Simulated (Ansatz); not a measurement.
**CaSe (Fm-3m) from LDA to hybrids**

All numbers come from Ansatz 0.2.0. No magnetic order and no zero-point or thermal motion.

The cell is CaSe (started from an entry of an open crystallographic database); cell and atoms were relaxed with r2SCAN. The symmetry is Fm-3m (No. 225, cubic); a = 5.935 Å in the conventional setting, 26.13 Å³ an atom. Ca has 6 Se at 2.97 Å; Se has 6 Ca at 2.97 Å.

```cif
data_structure
_symmetry_space_group_name_H-M 'P 1'
_symmetry_Int_Tables_number 1
_cell_length_a 4.1967
_cell_length_b 4.1967
_cell_length_c 4.1967
_cell_angle_alpha 60.000
_cell_angle_beta 60.000
_cell_angle_gamma 60.000
_cell_volume 52.27
loop_
_atom_site_label
_atom_site_type_symbol
_atom_site_fract_x
_atom_site_fract_y
_atom_site_fract_z
_atom_site_occupancy
Ca1 Ca 0.00000 0.00000 0.00000 1
Se1 Se 0.50000 0.50000 0.50000 1
```

Relaxed lattice by functional, symmetry kept:

| functional | k mesh | a (Å) | volume (Å³/atom) |
| --- | --- | --- | --- |
| PBE | 6×6×6 | 5.959 | 26.45 |
| r2SCAN | 6×6×6 | 5.935 | 26.13 |
| PBEsol | 6×6×6 | 5.869 | 25.27 |
| LDA | 6×6×6 | 5.792 | 24.29 |
| HSE06 | 4×4×4 | 5.946 | 26.27 |

Gaps on the r2SCAN cell, each the least over its mesh and the special points:
```json
{"level": "LDA", "k mesh": "8×8×8", "gap (eV)": "1.90", "kind": "indirect", "edges": "Γ → X", "least direct gap (eV)": "2.84", "rough cost": "2.2 core-seconds"}
{"level": "PBE", "k mesh": "8×8×8", "gap (eV)": "2.06", "kind": "indirect", "edges": "Γ → X", "least direct gap (eV)": "2.98", "rough cost": "4 core-seconds"}
{"level": "PBE+SOC", "k mesh": "8×8×8", "gap (eV)": "1.92", "kind": "indirect", "edges": "Γ → X", "least direct gap (eV)": "2.87", "rough cost": "17 core-seconds"}
{"level": "r2SCAN", "k mesh": "8×8×8", "gap (eV)": "2.52", "kind": "indirect", "edges": "Γ → X", "least direct gap (eV)": "3.46", "rough cost": "6 core-seconds"}
{"level": "r2SCANh", "k mesh": "6×6×6", "gap (eV)": "3.10", "kind": "indirect", "edges": "Γ → X", "least direct gap (eV)": "4.09", "rough cost": "2.8 core-minutes"}
{"level": "HSE06", "k mesh": "6×6×6", "gap (eV)": "3.00", "kind": "indirect", "edges": "Γ → X", "least direct gap (eV)": "4.03", "rough cost": "2.4 core-minutes"}
{"level": "HSE06+SOC", "k mesh": "4×4×4", "gap (eV)": "2.85", "kind": "indirect", "edges": "Γ → X", "least direct gap (eV)": "3.91", "rough cost": "4 core-minutes"}
{"level": "DDH-PBE0", "k mesh": "6×6×6", "gap (eV)": "3.20", "kind": "indirect", "edges": "Γ → X", "least direct gap (eV)": "4.22", "rough cost": "2.6 core-minutes"}
{"level": "PBE0", "k mesh": "6×6×6", "gap (eV)": "3.68", "kind": "indirect", "edges": "Γ → X", "least direct gap (eV)": "4.73", "rough cost": "2.2 core-minutes"}
{"level": "r2SCAN0", "k mesh": "6×6×6", "gap (eV)": "3.97", "kind": "indirect", "edges": "Γ → X", "least direct gap (eV)": "5.04", "rough cost": "2.7 core-minutes"}
{"level": "G0W0@PBE (156 empty bands, 120 eV, 4×4×4)", "k mesh": "4×4×4", "gap (eV)": "3.65", "kind": "–", "edges": "Γ → X (mesh)", "least direct gap (eV)": "–", "rough cost": "28 core-seconds"}
{"level": "G0W0@PBE (387 empty bands, 220 eV, 4×4×4)", "k mesh": "4×4×4", "gap (eV)": "3.77", "kind": "–", "edges": "Γ → X (mesh)", "least direct gap (eV)": "–", "rough cost": "3 core-minutes"}
```
PBE: smearing of 0.02 eV; the others have fixed occupations.
Wave cutoffs: 420 eV, 500 eV (r2SCAN, r2SCANh, r2SCAN0).
The G0W0 gap is PBE's gap over the path plus the quasiparticle shift read on the mesh. The G0W0 figures hold for the stated bands, cutoff and mesh and aren't extrapolated.
Costs come from shared machines and give only the order; PBE's includes the band path. The runs had 2 threads of AMD EPYC 7R43 64-Core Processor (Zen 3) (shared host).

The HSE06 gap is indirect, 3.00 eV (Γ to X), below the direct gap of 4.03 eV at X. Spin-orbit coupling changes the PBE gap by -0.13 eV, to 1.92 eV; at Γ the threefold valence level splits into a fourfold and a twofold level 0.41 eV apart, the fourfold one on top.

Taking G0W0@PBE (387 empty bands, 220 eV, 4×4×4), 3.77 eV, as the yardstick (a computed one, not at the basis limit), PBE0 comes nearest, -0.09 eV off, at about 22 times r2SCAN's cost; G0W0 itself took about 30 times r2SCAN's cost. The others: r2SCAN0 +0.20, DDH-PBE0 -0.57, r2SCANh -0.67, HSE06 -0.77, r2SCAN -1.25, PBE -1.71, LDA -1.87 eV. The yardstick still moved by +0.12 eV in its last step of bands and cutoff, so this order can change. r2SCAN covers 49 % of the step from PBE to HSE06, while HSE06 needs about 24 times r2SCAN's cost (on a coarser mesh). All these functionals give a gap of the same kind, indirect.

On the PBEsol cell (a = 5.869 Å), with PBEsol: The optical mode at Γ lies at 181 cm⁻¹ without the longitudinal term. With the long-range field the highest mode reaches 260 cm⁻¹. By the program's warning the force constants, and with them frequencies and ε⁰, aren't converged on this mesh. The electronic dielectric tensor ε∞ is 5.84 in all directions. With the ions relaxed, ε⁰ is 12.0 in all directions. Born charges, averaged over directions: Ca +2.35, Se -2.35 e.

Only the levels marked +SOC include spin-orbit coupling.

The meshes of the hybrids are coarse, so their gaps aren't converged to the digits shown.
